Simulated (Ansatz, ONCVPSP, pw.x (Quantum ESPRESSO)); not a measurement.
From atom to crystal: ONCV potential for fluorine (F)

fluorine (F), optimised norm-conserving Vanderbilt (ONCV), made with ONCVPSP 4.0.1.1 (patched build) (PBE, scalar-relativistic). Core [He], reference 2s2 2p5. Waves: 2s: rc 0.60 bohr, ncon 3, nbas 7, qcut 11.8 1/bohr, local; 2p: rc 1.45 bohr, ncon 3, nbas 8, qcut 8.5 1/bohr, 3 projectors, debl 3.3 Ha; d scattering state at 0.08 Ha: rc 1.74 bohr, ncon 5, nbas 9, qcut 6.1 1/bohr, 3 projectors, debl 3.3 Ha. Local part: the s channel. Core correction: Teter function, fcfact 3.25, rcfact 1.4.

Atomic tests: cutoffs needed: 57 Ha and 71 Ha (the cutoffs (Ha) at which the residual kinetic energy of the hardest occupied pseudo-wave falls to 1 and 0.1 mHa per electron); ghost test: no bound ghost flagged; no localised positive-energy state flagged; largest excitation error: +1532 meV (all-electron minus pseudo) for 2s2 2p2, out of 4 test configurations.

Crystal test: fcc F in pw.x 7.5, no spin, 16³ k-points, Fermi–Dirac smearing 0.01 Ry, cutoffs 165/660 Ry. The reference is all-electron LAPW (Ansatz 0.2.0) with the same functional, mesh and smearing; V0 and B0 come from Birch–Murnaghan fits to the pressures at five volumes. Errors are pseudo minus all-electron; Δ is the rms difference of the E(V) curves that follow from these fits, minima aligned, over ±6 % about the mean V0. Mesh and smearing are coarse, so the numbers serve the comparison and aren't converged zero-temperature values; the lattice is a test structure that the element need not adopt.

```json
{"V (Å³/atom)": "9.902", "P all-electron (GPa)": "2.59", "P pseudo (GPa)": "2.25"}
{"V (Å³/atom)": "10.162", "P all-electron (GPa)": "1.20", "P pseudo (GPa)": "0.86"}
{"V (Å³/atom)": "10.423", "P all-electron (GPa)": "0.02", "P pseudo (GPa)": "-0.30"}
{"V (Å³/atom)": "10.684", "P all-electron (GPa)": "-0.97", "P pseudo (GPa)": "-1.28"}
{"V (Å³/atom)": "10.944", "P all-electron (GPa)": "-1.80", "P pseudo (GPa)": "-2.10"}
```

All-electron: a0 = 3.468 Å (V0 = 10.43 Å³/atom), B0 = 43.0 GPa.

Pseudopotential: mean pressure error (GPa): -0.32; a0 (Å): 3.460; a0 error (%): -0.25; B0 error (%): +3.1; Δ (meV/atom): 0.7.

**Question.** At the middle volume, how do free energy and pressure move when the wave cutoff is lowered (ecutrho kept at four times it)?

**Answer.**

| cutoff (Ry) | shift of F (meV/atom) | shift of P (GPa) |
| --- | --- | --- |
| 74 | +898.7 | -39.52 |
| 99 | +171.8 | -12.87 |
| 132 | +8.7 | -1.33 |

Input at the middle volume:

```
&control
  calculation='scf', prefix='x', pseudo_dir='./', outdir='./tmp', tstress=.true., disk_io='low'
/
&system
  ibrav=0, nat=1, ntyp=1, ecutwfc=165, ecutrho=660, nbnd=11,
  occupations='smearing', smearing='fd', degauss=0.01
/
&electrons
  conv_thr=1e-09, mixing_beta=0.4, electron_maxstep=70
/
ATOMIC_SPECIES
F 1.0 F.UPF
CELL_PARAMETERS angstrom
  0.00000000 1.73375442 1.73375442
  1.73375442 0.00000000 1.73375442
  1.73375442 1.73375442 0.00000000
ATOMIC_POSITIONS crystal
F 0.0000 0.0000 0.0000
K_POINTS automatic
16 16 16 0 0 0
```

```bash
pw.x < F.scf.in > F.scf.out
```

Lines of the output:

```
Message from routine setup:
     using ibrav=0 with symmetry is DISCOURAGED, use correct ibrav instead
     lattice parameter (alat)  =       4.6334  a.u.
     unit-cell volume          =      70.3379 (a.u.)^3
     number of electrons       =         7.00
     number of Kohn-Sham states=           11
     kinetic-energy cutoff     =     165.0000  Ry
     charge density cutoff     =     660.0000  Ry
     scf convergence threshold =      1.0E-09
     Exchange-correlation= PBE
     number of k points=   145  Fermi-Dirac smearing, width (Ry)=  0.0100
     iteration #  1     ecut=   165.00 Ry     beta= 0.40
     total energy              =     -47.98909108 Ry
     estimated scf accuracy    <       0.00003112 Ry
     iteration #  2     ecut=   165.00 Ry     beta= 0.40
     total energy              =     -47.98909751 Ry
     estimated scf accuracy    <       0.00000264 Ry
     iteration #  3     ecut=   165.00 Ry     beta= 0.40
     total energy              =     -47.98909930 Ry
     estimated scf accuracy    <       0.00000027 Ry
     iteration #  4     ecut=   165.00 Ry     beta= 0.40
     total energy              =     -47.98909944 Ry
     estimated scf accuracy    <          2.0E-09 Ry
     iteration #  5     ecut=   165.00 Ry     beta= 0.40
     the Fermi energy is    -1.2086 ev
!    total energy              =     -47.98909944 Ry
     estimated scf accuracy    <          3.1E-10 Ry
     smearing contrib. (-TS)   =      -0.01100807 Ry
     The total energy is F=E-TS. E is the sum of the following terms:
     one-electron contribution =     -15.49428297 Ry
     hartree contribution      =      11.53652291 Ry
     xc contribution           =      -9.73519256 Ry
     ewald contribution        =     -34.28513875 Ry
     convergence has been achieved in   5 iterations
          total   stress  (Ry/bohr**3)                   (kbar)     P=       -2.98
```

The run at the middle volume (145 k-points, 5 iterations) took about 79 s on one core of a shared host (Neoverse-N1, 64 threads, 124 GiB, load 54).
